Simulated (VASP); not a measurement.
# Sn3Se (Fm-3m) in VASP: equation of state

How stiff is Sn3Se in PBEsol, and what volume does it want? The cell is scaled to several volumes.

All numbers are computed with VASP 6.6.1; they aren't measurements. Logs are shortened: lines on timing, memory, paths and dates and some standing lists are left out, and cuts for length are marked.

## (1) Starting point

Symmetry: Fm-3m, No. 225, cubic system. The conventional cell has a = 7.466 Å, b = 7.466 Å, c = 7.466 Å, α = 90.00°, β = 90.00°, γ = 90.00°. Sn (site symmetry m-3m) has 8 Sn at 3.23 Å as nearest neighbours. Sn (site symmetry -43m) is surrounded by 4 Sn at 3.23 Å and 4 Se at 3.23 Å. Around Se (site symmetry m-3m) lie 8 Sn at 3.23 Å.

The cell comes from a database or a generator and needn't be the stable form of this composition.

## (2) Equation of state, PBEsol, 24.45 Å³/atom (volume scaled by 0.94)

File INCAR:

```
SYSTEM = Sn3Se
ALGO     = Normal         ! electronic algorithm
EDIFF    = 1E-7           ! SCF threshold, eV
ENCUT    = 520            ! plane-wave cutoff, eV
GGA      = PS             ! functional
ISIF     = 2              ! what is computed and relaxed
ISMEAR   = -1             ! smearing method
LASPH    = .TRUE.         ! aspherical terms in the spheres
LCHARG   = .FALSE.        ! write CHGCAR
LREAL    = .FALSE.        ! projectors in reciprocal space
LWAVE    = .FALSE.        ! write WAVECAR
NBANDS   = 32             ! bands
NELM     = 80             ! most SCF steps
PREC     = Accurate       ! precision mode
SIGMA    = 0.05           ! smearing width, eV
```

File KPOINTS:

```
k-points
0
G
  6 6 6
  0 0 0
```

File POSCAR:

```
Sn3Se
1.0
    0.0000000000      3.6569301267      3.6569301267
    3.6569301267      0.0000000000      3.6569301267
    3.6569301267      3.6569301267      0.0000000000
Sn Se
3 1
Direct
    0.5000000000      0.5000000000      0.5000000000
    0.7500000000      0.7500000000      0.7500000000
    0.2500000000      0.2500000000      0.2500000000
    0.0000000000      0.0000000000      0.0000000000
```

Potentials or basis: VASP PAW PBE potentials, release 64 (Sn_d, Se).

On the command line:

```sh
$ cat potpaw_PBE.64/Sn_d/POTCAR potpaw_PBE.64/Se/POTCAR > POTCAR
$ mpirun -np 1 vasp_std > vasp.out
```

OUTCAR:

```text
SYSTEM = Sn3Se
   EDIFF = 1E-7
   ENCUT = 520
   GGA = PS
   ISIF = 2
   ISMEAR = -1
   LASPH = .TRUE.
   LREAL = .FALSE.
   NELM = 80
   PREC = Accurate

 Found     16 irreducible k-points:

 Following reciprocal coordinates:
            Coordinates               Weight
  0.000000  0.000000  0.000000      1.000000
  0.166667  0.000000  0.000000      8.000000
  0.333333  0.000000  0.000000      8.000000
  0.500000  0.000000  0.000000      4.000000
  0.166667  0.166667  0.000000      6.000000
  0.333333  0.166667  0.000000     24.000000
   k-points           NKPTS =     16   k-points in BZ     NKDIM =     16   number of bands    NBANDS=     32
   number of dos      NEDOS =    301   number of ions     NIONS =      4
   total plane-waves  NPLWV =  64000
   dimension x,y,z NGX =    40 NGY =   40 NGZ =   40
   dimension x,y,z NGXF=    80 NGYF=   80 NGZF=   80
   ions per type =               3   1
   NGX,Y,Z   is equivalent  to a cutoff of  12.86, 12.86, 12.86 a.u.
   NGXF,Y,Z  is equivalent  to a cutoff of  25.72, 25.72, 25.72 a.u.
 SYSTEM =  Sn3Se
   PREC   = accura    normal or accurate (medium, high low for compatibility)
   ISTART =      0    job   : 0-new  1-cont  2-samecut
   ICHARG =      2    charge: 1-file 2-atom 10-const
   ISPIN  =      1    spin polarized calculation?
   LNONCOLLINEAR =      F non collinear calculations
   LSORBIT =      F    spin-orbit coupling
   LASPH  =      T    aspherical Exc in radial PAW
   ENCUT  =  520.0 eV  38.22 Ry    6.18 a.u.   9.62  9.62  9.62*2*pi/ulx,y,z
   NELM   =     80;   NELMIN=  2; NELMDL= -5     # of ELM steps
   EDIFF  = 0.1E-06   stopping-criterion for ELM
   LREAL  =      F    real-space projection
   EDIFFG = 0.1E-05   stopping-criterion for IOM
   NSW    =      0    number of steps for IOM
   IBRION =     -1    ionic relax: 0-MD 1-quasi-New 2-CG
   NFREE  =      0    steps in history (QN), initial steepest desc. (CG)
   ISIF   =      2    stress and relaxation
   ISYM   =      2    0-nonsym 1-usesym 2-fastsym
   POTIM  = 0.5000    time-step for ionic-motion
   TEBEG  =    0.0;   TEEND  =   0.0 temperature during run
   PSTRESS=    0.0 pullay stress
   NELECT =      48.0000    total number of electrons
   NUPDOWN=      -1.0000    fix difference up-down
   EMIN   =  10.00;   EMAX   =-10.00  energy-range for DOS
   EFERMI =   0.00;   METHOD = LEGACY
   ISMEAR =    -1;   SIGMA  =   0.05  broadening in eV -4-tet -1-fermi 0-gaus
   EFERMI_NEDOS =   21; number of points for ismear=-14 and -15
   IALGO  =     38    algorithm
   IMIX   =      4    mixing-type and parameters
     AMIX     =   0.40;   BMIX     =  1.00
     AMIX_MAG =   1.60;   BMIX_MAG =  1.00
  volume/ion in A,a.u.               =      24.45       165.01
  Fermi-wavevector in a.u.,A,eV,Ry     =   1.291304  2.440211 22.687262  1.667467
  Thomas-Fermi vector in A             =   2.423082
   LORBIT       =      0    0 simple, 1 ext, 2 COOP (PROOUT), +10 PAW based schemes
   GGA     = PS    functional components
   LHFCALC =     F    Hartree Fock is set to
   AEXX    =    0.0000 exact exchange contribution
   IVDW    =     0    specifies the selected vdW correction
   LEPSILON=     F    determine dielectric tensor
   LRPA    =     F    only Hartree local field effects (RPA)
 non-spin polarized calculation
  energy-cutoff  :      520.00
  volume of cell :       97.81
 maximum number of plane-waves:      2685
 NGX is ok and might be reduce to    40
   NGX = 19   NGY = 19   NGZ = 19

 number of electron      47.9999979 magnetization

 Free energy of the ion-electron system (eV)
  ---------------------------------------------------
  ext. energy  EPLUGINS =         0.00000000
  ---------------------------------------------------
  free energy    TOTEN  =       -16.64977033 eV

  energy without entropy =      -16.62123879  energy(sigma->0) =      -16.63550456

 E-fermi :   7.8071     XC(G=0): -10.7248

 val. band max:        7.7818062998   @ k =  -0.3333   0.3333   0.1667
 cond. band min:       7.8306880425   @ k =   0.5000   0.3333   0.1667
 fundamental gap:      0.0488817427
 Fermi energy:         7.8070710066

 k-point     1 :       0.0000    0.0000    0.0000
  band No.  band energies     occupation
      1     -13.7180      2.00000
      2     -13.7180      2.00000
      3     -13.6776      2.00000
      4     -13.6776      2.00000
      5     -13.6776      2.00000
      6     -13.6638      2.00000
[... 24 lines left out ...]
     31      14.8360      0.00000
     32      14.8360      0.00000

 k-point     2 :       0.1667    0.0000    0.0000
  band No.  band energies     occupation
      1     -13.7085      2.00000
      2     -13.7085      2.00000
      3     -13.6916      2.00000
      4     -13.6838      2.00000
      5     -13.6838      2.00000
      6     -13.6596      2.00000
[... 24 lines left out ...]
     31      13.2782      0.00000
     32      14.4310      0.00000

 k-point     3 :       0.3333    0.0000    0.0000
  band No.  band energies     occupation
      1     -13.6930      2.00000
      2     -13.6930      2.00000
      3     -13.6911      2.00000
      4     -13.6836      2.00000
      5     -13.6836      2.00000
      6     -13.6546      2.00000
[... 24 lines left out ...]
     31      12.7491      0.00000
     32      14.7883      0.00000

 k-point     4 :       0.5000    0.0000    0.0000
  band No.  band energies     occupation
      1     -13.6970      2.00000
      2     -13.6970      2.00000
      3     -13.6777      2.00000
      4     -13.6560      2.00000
      5     -13.6560      2.00000
      6     -13.6557      2.00000
[... 24 lines left out ...]
     31      14.0169      0.00000
     32      17.0914      0.00000

 k-point     5 :       0.1667    0.1667    0.0000
  band No.  band energies     occupation
      1     -13.7130      2.00000
      2     -13.6997      2.00000
      3     -13.6926      2.00000
      4     -13.6926      2.00000
      5     -13.6807      2.00000
      6     -13.6574      2.00000
[... 24 lines left out ...]
     31      13.9263      0.00000
     32      13.9263      0.00000

 k-point     6 :       0.3333    0.1667    0.0000
  band No.  band energies     occupation
      1     -13.7014      2.00000
      2     -13.6996      2.00000
      3     -13.6973      2.00000
      4     -13.6820      2.00000
      5     -13.6708      2.00000
      6     -13.6657      2.00000
[... 24 lines left out ...]
     31      13.2960      0.00000
     32      13.6906      0.00000

 [... further k-points ...]
[... 5 lines left out ...]
  --------------------------------------------------------------------------------------
  -------------------------------------------------------------------------------------
  Total       -0.0536343     -0.0536343     -0.0536343      0.0000000      0.0000000     -0.0000000
  in kB       -0.8785635     -0.8785635     -0.8785635      0.0000000      0.0000000     -0.0000000
  external PRESSURE =      -0.8785635 kB  Pullay stress =       0.0000000 kB

 VOLUME and BASIS-vectors are now :
 -----------------------------------------------------------------------------
  energy-cutoff  :      520.00
  volume of cell :       97.81
      direct lattice vectors                 reciprocal lattice vectors
     0.000000000  3.656930127  3.656930127    -0.136726703  0.136726703  0.136726703
     3.656930127  0.000000000  3.656930127     0.136726703 -0.136726703  0.136726703
     3.656930127  3.656930127  0.000000000     0.136726703  0.136726703 -0.136726703

 POSITION                                       TOTAL-FORCE (eV/Angst)
 -----------------------------------------------------------------------------------
      3.65693      3.65693      3.65693        -0.000000      0.000000      0.000000
      5.48540      5.48540      5.48540         0.000000      0.000000      0.000000
      1.82847      1.82847      1.82847        -0.000000     -0.000000     -0.000000
      0.00000      0.00000      0.00000        -0.000000      0.000000      0.000000
 -----------------------------------------------------------------------------------
    total drift:                               -0.000000     -0.000000      0.000000

  FREE ENERGIE OF THE ION-ELECTRON SYSTEM (eV)
  ---------------------------------------------------
  free  energy   TOTEN  =       -16.6497703263 eV

  energy  without entropy=      -16.6212387922  energy(sigma->0) =      -16.63550456
```

Run time: 27 s. Hardware: 1 thread of Intel Xeon Platinum 8559C (Emerald Rapids), shared host; peak memory 0.25 GiB.

What came out:

```yaml
Free_energy: -16.6498 eV
Pressure: -0.1 GPa
Band_gap_on_the_k_mesh: none (metal or under the smearing width)
```

Caveat: the PAW data sets were made with another functional, which shifts forces and pressure a little.

## (3) Equation of state, PBEsol, 24.97 Å³/atom (volume scaled by 0.96)

INCAR is that of step 2.

KPOINTS is that of step 2.

File POSCAR:

```
Sn3Se
1.0
    0.0000000000      3.6826840043      3.6826840043
    3.6826840043      0.0000000000      3.6826840043
    3.6826840043      3.6826840043      0.0000000000
Sn Se
3 1
Direct
    0.5000000000      0.5000000000      0.5000000000
    0.7500000000      0.7500000000      0.7500000000
    0.2500000000      0.2500000000      0.2500000000
    0.0000000000      0.0000000000      0.0000000000
```

Potentials or basis: VASP PAW PBE potentials, release 64 (Sn_d, Se).

On the command line:

```sh
$ cat potpaw_PBE.64/Sn_d/POTCAR potpaw_PBE.64/Se/POTCAR > POTCAR
$ mpirun -np 1 vasp_std > vasp.out
```

Wall time 27 s (1 thread of Intel Xeon Platinum 8559C (Emerald Rapids), shared host); peak memory 0.25 GiB.

It converged, with:

```yaml
Free_energy: -16.6417 eV
Pressure: -1.3 GPa
Band_gap_on_the_k_mesh: none (metal or under the smearing width)
```

Caveat: the PAW data sets were made with another functional, which shifts forces and pressure a little.

## (4) Equation of state, PBEsol, 25.49 Å³/atom (volume scaled by 0.98)

INCAR is that of step 3.

KPOINTS is that of step 3.

File POSCAR:

```
Sn3Se
1.0
    0.0000000000      3.7080826276      3.7080826276
    3.7080826276      0.0000000000      3.7080826276
    3.7080826276      3.7080826276      0.0000000000
Sn Se
3 1
Direct
    0.5000000000      0.5000000000      0.5000000000
    0.7500000000      0.7500000000      0.7500000000
    0.2500000000      0.2500000000      0.2500000000
    0.0000000000      0.0000000000      0.0000000000
```

On the command line:

```sh
$ cat potpaw_PBE.64/Sn_d/POTCAR potpaw_PBE.64/Se/POTCAR > POTCAR
$ mpirun -np 1 vasp_std > vasp.out
```

Wall time 27 s (1 thread of Intel Xeon Platinum 8559C (Emerald Rapids), shared host); peak memory 0.25 GiB.

It converged, with:

```yaml
Free_energy: -16.6193 eV
Pressure: -2.3 GPa
Band_gap_on_the_k_mesh: none (metal or under the smearing width)
```

Caveat: the PAW data sets were made with another functional, which shifts forces and pressure a little.

## (5) Equation of state, PBEsol, 26.53 Å³/atom (volume scaled by 1.02)

INCAR is that of step 4.

KPOINTS is that of step 4.

File POSCAR:

```
Sn3Se
1.0
    0.0000000000      3.7578614887      3.7578614887
    3.7578614887      0.0000000000      3.7578614887
    3.7578614887      3.7578614887      0.0000000000
Sn Se
3 1
Direct
    0.5000000000      0.5000000000      0.5000000000
    0.7500000000      0.7500000000      0.7500000000
    0.2500000000      0.2500000000      0.2500000000
    0.0000000000      0.0000000000      0.0000000000
```

On the command line:

```sh
$ cat potpaw_PBE.64/Sn_d/POTCAR potpaw_PBE.64/Se/POTCAR > POTCAR
$ mpirun -np 1 vasp_std > vasp.out
```

Wall time 25 s (1 thread of Intel Xeon Platinum 8559C (Emerald Rapids), shared host); peak memory 0.25 GiB.

Results (log left out):

| Item | Value |
| --- | --- |
| Free energy | -16.5378 eV |
| Pressure | -4.0 GPa |
| Band gap on the k mesh | none (metal or under the smearing width) |

Caveat: the PAW data sets were made with another functional, which shifts forces and pressure a little.

## (6) Equation of state, PBEsol, 27.05 Å³/atom (volume scaled by 1.04)

INCAR is that of step 5.

KPOINTS is that of step 5.

File POSCAR:

```
Sn3Se
1.0
    0.0000000000      3.7822638705      3.7822638705
    3.7822638705      0.0000000000      3.7822638705
    3.7822638705      3.7822638705      0.0000000000
Sn Se
3 1
Direct
    0.5000000000      0.5000000000      0.5000000000
    0.7500000000      0.7500000000      0.7500000000
    0.2500000000      0.2500000000      0.2500000000
    0.0000000000      0.0000000000      0.0000000000
```

Potentials or basis: VASP PAW PBE potentials, release 64 (Sn_d, Se).

On the command line:

```sh
$ cat potpaw_PBE.64/Sn_d/POTCAR potpaw_PBE.64/Se/POTCAR > POTCAR
$ mpirun -np 1 vasp_std > vasp.out
```

Wall time 27 s (1 thread of Intel Xeon Platinum 8559C (Emerald Rapids), shared host); peak memory 0.25 GiB.

It converged, with:

| Item | Value |
| --- | --- |
| Free energy | -16.4815 eV |
| Pressure | -4.7 GPa |
| Band gap on the k mesh | none (metal or under the smearing width) |

Caveat: the PAW data sets were made with another functional, which shifts forces and pressure a little.

## (7) Equation of state, PBEsol, 27.57 Å³/atom (volume scaled by 1.06)

INCAR is that of step 6.

KPOINTS is that of step 6.

File POSCAR:

```
Sn3Se
1.0
    0.0000000000      3.8063553727      3.8063553727
    3.8063553727      0.0000000000      3.8063553727
    3.8063553727      3.8063553727      0.0000000000
Sn Se
3 1
Direct
    0.5000000000      0.5000000000      0.5000000000
    0.7500000000      0.7500000000      0.7500000000
    0.2500000000      0.2500000000      0.2500000000
    0.0000000000      0.0000000000      0.0000000000
```

On the command line:

```sh
$ cat potpaw_PBE.64/Sn_d/POTCAR potpaw_PBE.64/Se/POTCAR > POTCAR
$ mpirun -np 1 vasp_std > vasp.out
```

Wall time 26 s (1 thread of Intel Xeon Platinum 8559C (Emerald Rapids), shared host); peak memory 0.25 GiB.

Results (log left out):

```
Free energy            : -16.4166 eV
Pressure               : -5.4 GPa
Band gap on the k mesh : none (metal or under the smearing width)
```

Caveat: the PAW data sets were made with another functional, which shifts forces and pressure a little.

## (8) Equation of state, PBEsol

No new run: the results of the series are fitted here.

Results:

- Equilibrium volume: 24.45 Å³/atom (rough: see the caveat)
- Bulk modulus: 59 GPa (rough)

Energy against volume, from the lowest point:
```tsv
volume (Å³/atom)	energy (meV/atom)
24.452	0.00
24.973	2.01
25.493	7.62
26.013	16.42
26.533	28.00
27.054	42.06
27.574	58.29
```

Caveat: the minimum lies outside the volumes run; the PAW data sets were made with another functional, which shifts forces and pressure a little.
